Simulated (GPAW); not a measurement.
Crystal: TaN.

```
Ta N
1.0
     0.00000    2.21132    2.21132
     2.21132    0.00000    2.21132
     2.21132    2.21132    0.00000
Ta N
1 1
Direct
  0.50000 0.50000 0.50000
  0.00000 0.00000 0.00000
```

The cell comes from a database or a generator and needn't be the stable form of this composition.

| Quantity | Value |
| --- | --- |
| Program | GPAW 26.7.0 |
| Task | relaxation of cell and atoms |
| Functional | RPBE |
| Dispersion | D4 |
| Potentials or basis | the program's PAW data sets (release 1.2.1) made for this functional |
| Cutoff | 800 eV |
| Basis | pw |
| k mesh | 10 × 10 × 10 |
| Occupations | fermi-dirac, width 0.05 eV |
| Spin | no spin polarisation |

At the start: pressure -6.8 GPa; volume 10.81 Å³/atom.

Problem. How do energy, volume and symmetry change on relaxing?

Solution. Over 9 steps the energy falls by 4.1 meV/atom and the volume is 10.59 Å³/atom (-2.0 %); space group Fm-3m (No. 225, to 0.05 Å).

Step by step:
```tsv
step	energy change (eV)	largest force (eV/Å)	pressure (GPa)	volume (Å³)
1	0.0000	0.0000	-6.77	21.63
2	-0.0047	0.0000	-4.63	21.48
3	-0.0081	0.0000	-0.88	21.23
4	-0.0051	0.0000	3.38	20.97
5	-0.0055	0.0000	3.09	20.99
6	-0.0061	0.0000	2.52	21.02
7	-0.0070	0.0000	1.76	21.07
8	-0.0076	0.0000	0.85	21.12
9	-0.0081	0.0000	-0.11	21.18
```

Final structure:
```yaml
crystal:
  lattice:
    - [-0.00001, 2.19616, 2.19616]
    - [2.19616, -0.00001, 2.19616]
    - [2.19616, 2.19616, -0.00001]
  atoms:
    - { symbol: Ta, position: [0.50000, 0.50000, 0.50000] }
    - { symbol: N, position: [0.00000, 0.00000, 0.00000] }
```

Caveat: later steps reuse the first step's grids; pairwise dispersion overbinds metals, which lowers pressure and volume.
